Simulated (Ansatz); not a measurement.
The system is CuAu.

```
CELL_PARAMETERS angstrom
2.81075 0.00000 0.00000
0.00000 2.81075 0.00000
0.00000 0.00000 3.68500
ATOMIC_POSITIONS crystal
Au 0.00000 0.00000 0.00000
Cu 0.50000 0.50000 0.50000
```

Program: Ansatz 0.2.0. Alike in all runs: task band structure; no spin polarisation; cell as given; k mesh 9 × 9 × 7; smearing fermi-dirac 0.05 eV; basis error allowed 0.001 eV/atom.

**Question.** Order these runs on this cell by their pressure, lowest first.
A. level PBE; potentials or basis all-electron LAPW, scalar-relativistic; cutoff (eV) 271
B. level PBEsol; potentials or basis all-electron LAPW, non-relativistic; cutoff (eV) 272
C. level LDA; potentials or basis all-electron LAPW, scalar-relativistic; cutoff (eV) 272

**Answer.** C (-9.2 GPa), A (4.5 GPa), B (14.7 GPa).

Caveats: relativity is left out, which matters for the heavier elements (some runs).

Not every run made on this cell is shown here.
